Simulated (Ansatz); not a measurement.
# Lattice vibrations of HfS2 at Γ at 11 GPa

Level of theory: DFT PBE+D3(BJ), scalar-relativistic, plane waves, PAW in Ansatz. Plane waves to 420 eV; Γ-centred k mesh 12×12×8; Fermi-Dirac smearing of 0.15 eV. No spin polarisation. Phonons by linear response, acoustic sum rule imposed.

The cell, relaxed at 11 GPa:
```
CELL_PARAMETERS angstrom
3.45534 0.00000 0.00000
-1.72767 2.99241 0.00000
0.00000 0.00000 5.27843
ATOMIC_POSITIONS crystal
Hf 0.00000 0.00000 0.00000
S 0.66667 0.33333 0.71880
S 0.33333 0.66667 0.28120
```

In a metal, frequencies and elastic constants depend on the k mesh and the smearing, soft modes and shear constants most. Spin–orbit coupling is left out, which matters for heavy elements. A semilocal functional can close a gap that the real compound has.

Question: Is this structure stable against zone-centre distortions?

Answer: Yes, at Γ: no optical mode is imaginary. Strains and other wave vectors aren't tested by this run.

Question: List the optical modes at Γ (i marks imaginary ones).

Answer:
```json
{"frequency (cm⁻¹)": "184", "degeneracy": "2"}
{"frequency (cm⁻¹)": "277", "degeneracy": "2"}
{"frequency (cm⁻¹)": "339", "degeneracy": "1"}
{"frequency (cm⁻¹)": "383", "degeneracy": "1"}
```

Cost: 1 run of about 1.3 core-minutes, on AMD EPYC 9R45 (Zen 5) (shared hosts).